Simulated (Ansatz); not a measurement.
**Random displacements in Si**

Computed with Ansatz 0.2.0, DFT r2SCAN, scalar-relativistic, plane waves, PAW. Cutoff 500 eV, Γ-centred 8×8×8 k-points, Gaussian smearing of 0.15 eV. No spin polarisation. Energies are free energies at this smearing, counted from the undisturbed cell; pressure is positive in compression.

The undisturbed cell (relaxed at this level; this form isn't the usual structure):

```yaml
crystal:
  lattice:
    - [-3.32361, 3.32361, 3.32361]
    - [3.32361, -3.32361, 3.32361]
    - [3.32361, 3.32361, -3.32361]
  atoms:
    - { symbol: Si, position: [0.20140, 0.20140, 0.20140] }
    - { symbol: Si, position: [0.50000, 0.00000, 0.29860] }
    - { symbol: Si, position: [0.29860, 0.50000, 0.00000] }
    - { symbol: Si, position: [0.00000, 0.29860, 0.50000] }
    - { symbol: Si, position: [0.79860, 0.79860, 0.79860] }
    - { symbol: Si, position: [0.50000, 0.00000, 0.70140] }
    - { symbol: Si, position: [0.70140, 0.50000, 0.00000] }
    - { symbol: Si, position: [0.00000, 0.70140, 0.50000] }
```

The atoms are displaced (Å, in the unstrained cell):

| atom | ux | uy | uz |
| --- | --- | --- | --- |
| Si1 | 0.020 | 0.108 | -0.175 |
| Si2 | 0.177 | 0.055 | 0.033 |
| Si3 | -0.085 | -0.084 | 0.098 |
| Si4 | -0.267 | -0.092 | 0.128 |
| Si5 | 0.100 | 0.055 | 0.066 |
| Si6 | 0.092 | -0.150 | -0.018 |
| Si7 | -0.119 | 0.061 | -0.029 |
| Si8 | 0.082 | 0.047 | -0.102 |

Strain (Voigt, engineering shear): (0.0022, -0.0075, -0.0072, -0.0149, -0.0031, -0.0075).

What are the energy change, the stress and the forces?

ΔE = 296.7 meV/atom; stress (xx, yy, zz, yz, xz, xy; compression positive) (10.83, 3.22, 6.51, 2.72, -3.48, 2.17) GPa.
| atom | Fx (eV/Å) | Fy | Fz |
| --- | --- | --- | --- |
| Si1 | -3.39 | 0.11 | 5.33 |
| Si2 | -2.71 | -0.17 | 0.51 |
| Si3 | 0.56 | 0.27 | -0.58 |
| Si4 | 6.53 | 0.07 | -3.57 |
| Si5 | -0.97 | -1.77 | -2.02 |
| Si6 | -1.03 | 2.07 | -1.39 |
| Si7 | 2.15 | 0.04 | 1.34 |
| Si8 | -1.13 | -0.63 | 0.37 |

Cost: 1 run of about 1.1 core-minutes, on Intel Xeon 6975P-C (Granite Rapids) (shared hosts).